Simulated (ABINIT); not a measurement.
HfN:

```
Hf N
1.0
     0.00000    2.25600    2.25600
     2.25600    0.00000    2.25600
     2.25600    2.25600    0.00000
Hf N
1 1
Direct
  0.00000 0.00000 0.00000
  0.50000 0.50000 0.50000
```

Base run:

| Quantity | Value |
| --- | --- |
| Program | ABINIT 10.8.3 (patched build) |
| Functional | HCTH407 |
| Potentials or basis | JTH PAW PBE v2.0 |
| Cutoff | 707 eV |
| k mesh | 10 × 10 × 10 |
| Occupations | fermi-dirac, width 0.05 eV |
| Spin | no spin polarisation |

Its results: band gap on the k mesh none (metal or under the smearing width); pressure -0.5 GPa.

Problem. The run is repeated on the same cell with these changes: functional from HCTH407 to BP86. What comes out?

Solution. Band gap on the k mesh none (metal or under the smearing width); pressure 5.5 GPa.

Caveats: the PAW data sets were made with another functional, which shifts forces and pressure a little.

Not every run made on this cell is shown here.
